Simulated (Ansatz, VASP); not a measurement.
# One calculation of TiAl3, two programs

File POSCAR:

```
TiAl3
1.0
    3.8240007095      0.0000000000      0.0000000000
    0.0000000000      3.8240007095      0.0000000000
    0.0000000000      0.0000000000     17.1409575210
Al Ti
3 1
Direct
    0.5000000000      0.0000000000      0.4375484853
    0.0000000000      0.5000000000      0.4375484853
    0.0000000000      0.0000000000      0.5624515147
    0.5000000000      0.5000000000      0.5624515147
```

File INCAR.step1:

```
PREC = Accurate
ENCUT = 520
ISMEAR = 0
SIGMA = 0.1
LREAL = False
LASPH = True
NELM = 100
LDIPOL = True
IDIPOL = 3
DIPOL = 0.5 0.5 0.500
NBANDS = 18
GGA = PE
ALGO = Normal
EDIFF = 1E-4
LWAVE = True
LCHARG = False
```

Contents of INCAR.step2:

```
PREC = Accurate
ENCUT = 520
EDIFF = 1E-6
ISMEAR = 0
SIGMA = 0.1
LREAL = False
LASPH = True
NELM = 100
ALGO = Normal
ISIF = 2
LWAVE = False
LCHARG = False
LDIPOL = True
IDIPOL = 3
DIPOL = 0.5 0.5 0.500
METAGGA = R2SCAN
LMIXTAU = True
NBANDS = 18
ISTART = 1
```

KPOINTS

```
regular mesh
0
Gamma
  9 9 1
```

Input for Ansatz:

```yaml
crystal:
  lattice:
    - [3.8240007095, 0.0, 0.0]
    - [0.0, 3.8240007095, 0.0]
    - [0.0, 0.0, 17.140957521]
  atoms:
    - { symbol: Al, position: [0.5, 0.0, 0.4375484853] }
    - { symbol: Al, position: [0.0, 0.5, 0.4375484853] }
    - { symbol: Ti, position: [0.5, 0.5, 0.5624515147] }
    - { symbol: Al, position: [0.0, 0.0, 0.5624515147] }
basis:
  ecutwfc: 500
kpoints:
  mp_grid: { grid: [9, 9, 1] }
hamiltonian:
  xc: r2scan
scf:
  occupations: { method: gaussian, width: 0.1 }
output:
  forces: true
  stress: true
  eigenvalues: true
  write_density: true
  write_potential: true
  elf: true
  volumetric_format: npy
efield:
  axis: 3
  dipole_correction: true
  ramp_width: 0.04
```

Alike in both runs: task single point; functional r2SCAN; k mesh 9 × 9 × 1; occupations gaussian, width 0.1 eV; no spin polarisation.

```csv
,VASP,Ansatz
version,VASP 6.6.1,Ansatz 0.2.0
potentials or method,"VASP PAW PBE potentials, release 64 (Al, Ti_sv)","scalar-relativistic, plane waves, PAW"
plane-wave cutoff (eV),520,500
valence electrons in the cell,21,21
```

Ansatz gave:

| Property | Result |
| --- | --- |
| gap on the k mesh at the Fermi level (eV) | none |
| rms of the force components (eV/Å) | 0.358 |

**Question.** What did VASP give for the same quantities?

**Answer.** gap on the k mesh at the Fermi level (eV): none; rms of the force components (eV/Å): 0.353.

A gap of «none» marks a metal or a gap that the smearing closes. The functional is the same, so the differences come from potentials, cutoffs and numerics. Ansatz warned: «xc_potential_rough_in_thin_density».

Caveats: the PAW data sets were made with another functional, which shifts forces and pressure a little (VASP).
